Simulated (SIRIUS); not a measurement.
W:

```xyz
1
Lattice="-1.5823 1.5823 1.5823 1.5823 -1.5823 1.5823 1.5823 1.5823 -1.5823" Properties=species:S:1:pos:R:3 pbc="T T T"
W     0.0000    0.0000    0.0000
```

```yaml
Program: SIRIUS 7.12.0
Task: single point
Functional: PBE
Potentials_or_basis: PseudoDojo 0.4.1 PBE standard (scalar relativistic)
Cutoff: 1030 eV
Density_cutoff: 4119 eV
k_mesh: 12 × 12 × 12
Occupations: fermi-dirac, width 0.05 eV
Spin: no spin polarisation
```

On this cell: pressure 5.9 GPa; band gap on the k mesh none (metal or under the smearing width).

The same run follows on a disturbed copy (cell strained at random at fixed volume):

```xyz
1
Lattice="-1.5448 1.6151 1.6310 1.5711 -1.5452 1.5875 1.5457 1.5461 -1.5612" Properties=species:S:1:pos:R:3 pbc="T T T"
W     0.0307    0.0413   -0.0058
```

Task: What does the disturbed cell give?

Result: The energy (extrapolated to zero smearing) moves by +23.2 meV/atom; pressure 6.1 GPa; band gap on the k mesh none (metal or under the smearing width).

Stress tensor (GPa, compression positive):
```
11.80  0.62 -2.18
 0.62  6.03 -6.30
-2.18 -6.30  0.58
```
